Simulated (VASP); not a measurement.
Here is a VASP 6.6.1 calculation.

The input INCAR:

```
SYSTEM = Er
PREC = Accurate
ENCUT = 520
EDIFF = 1E-7
ISMEAR = -1
SIGMA = 0.05
LREAL = .FALSE.
LASPH = .TRUE.
NELM = 120
ALGO = Normal
ISIF = 2
LWAVE = .FALSE.
LCHARG = .TRUE.
ISPIN = 2
MAGMOM = 3
LORBIT = 11
LMAXMIX = 6
GGA = PE
LELF = .TRUE.
LVHAR = .TRUE.
NBANDS = 21
```

Contents of KPOINTS:

```
regular mesh
0
G
  9 9 9
  0 0 0
```

File POSCAR:

```
Er
1.0
   -2.0114540000      2.0173830000      2.0465190000
    1.9653930000     -1.9478430000      1.9309170000
    1.9865120000      1.9229010000     -1.9769780000
Er
1
Direct
   -0.0076980000     -0.0121560000     -0.0097970000
```

Potentials or basis: VASP PAW PBE potentials, release 64 (Er).

Command:

```console
$ cat potpaw_PBE.64/Er/POTCAR > POTCAR
$ mpirun -np 1 vasp_std > vasp.out
```

Question: What does it give for the band gap on the k mesh?

Answer: None (metal or under the smearing width).

Question: Predict the pressure.

Answer: 3.2 GPa.

Question: Predict the net moment.

Answer: 2.43 μB per cell.

Stress tensor (GPa, compression positive):
```
 3.34  0.32  0.57
 0.32  3.13 -1.21
 0.57 -1.21  3.05
```

Caveat: the magnetic or orbital state may not be the lowest; spin-orbit coupling is left out, which moves the levels of the heavy elements. The state reached can hang on the start; a lower one may exist.
